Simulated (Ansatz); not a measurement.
**Os: the crystal squeezed far**

The task here is to estimate one member of a computed series from the others.

Computed with Ansatz 0.2.0 (DFT PBE, with the methods named in each step, unless a step's input says otherwise).

2 further runs of the same task are left out: 2 that didn't finish.

### The structure to begin with

It takes space group Pm-3m (No. 221, cubic). The conventional cell has a = 2.489 Å, b = 2.489 Å, c = 2.489 Å, α = 90.00°, β = 90.00°, γ = 90.00°. Os (site symmetry m-3m) is surrounded by 6 Os at 2.49 Å.

As a file:

```cif
data_structure
_symmetry_space_group_name_H-M 'Pm-3m'
_symmetry_Int_Tables_number 221
_cell_length_a 2.4893
_cell_length_b 2.4893
_cell_length_c 2.4893
_cell_angle_alpha 90.000
_cell_angle_beta 90.000
_cell_angle_gamma 90.000
_cell_volume 15.42
loop_
_atom_site_label
_atom_site_type_symbol
_atom_site_symmetry_multiplicity
_atom_site_Wyckoff_symbol
_atom_site_fract_x
_atom_site_fract_y
_atom_site_fract_z
_atom_site_occupancy
Os1 Os 1 a 0.00000 0.00000 0.00000 1
```

The file gives the conventional cell by its symmetry; the runs use the cell typed in the input.

Whether this phase is the stable one at these pressures isn't tested.

Set-up of the first run:

Contents of input.yaml:

```yaml
crystal:
  lattice:
    - [2.4892638265, 0.0, 0.0]
    - [0.0, 2.4892638265, 0.0]
    - [0.0, 0.0, 2.4892638265]
  atoms:
    - { symbol: Os, position: [0.0, 0.0, 0.0] }
kpoints:
  mp_grid: { grid: [17, 17, 17] }
scf:
  occupations: { method: fermi_dirac, width: 0.08 }
hamiltonian:
  xc: pbe
  pseudopotentials: { kind: paw }
output:
  forces: true
  stress: true
  write_density: true
  write_potential: true
  elf: true
  volumetric_format: npy
relax:
  f_tol: 0.005
  max_steps: 40
  cell: {}
```

Run with:

```
ansatz run input.yaml --threads 1 --pin off --max-ram 2048MiB --backend cpu --events-out ev --progress --plain --runs-dir out
```

Among the steps run: Cell relaxed at zero pressure, PAW; Volume scaled by 1, PAW; Volume scaled by 1, PAW (core large); Volume scaled by 0.92, PAW; Volume scaled by 0.84, PAW; Volume scaled by 0.76, PAW; Volume scaled by 0.68, PAW; Volume scaled by 0.6, PAW; Volume scaled by 0.52, PAW; Volume scaled by 0.45, PAW; Volume scaled by 0.45, PAW (cutoff 300 eV).

One of the session's tables, all rows but one given; the rest of the session is left out.

```
             method  volume over the first  volume (Å³/atom)  pressure (GPa)
                PAW                      1            16.737           -0.03
                PAW                   0.92            15.398           27.17
                PAW                   0.84            14.059           69.94
                PAW                   0.76            12.720          137.96
                PAW                   0.68                 ?               ?
                PAW                    0.6            10.042          434.99
                PAW                   0.52             8.703          761.92
                PAW                   0.45             7.532         1276.69
   PAW (core large)                      1            16.737           -0.03
PAW (cutoff 300 eV)                   0.45             7.532         1278.74
```

**Question.** Estimate the row for PAW, 0.68.

**Answer.** volume (Å³/atom): 11.381; pressure (GPa): 248.68. In the column «volume (Å³/atom)» it lies between PAW, 0.6 (10.042) and PAW, 0.76 (12.720).

To keep in mind: Warnings in the runs' records: datasets by core, cutoff below recommended.
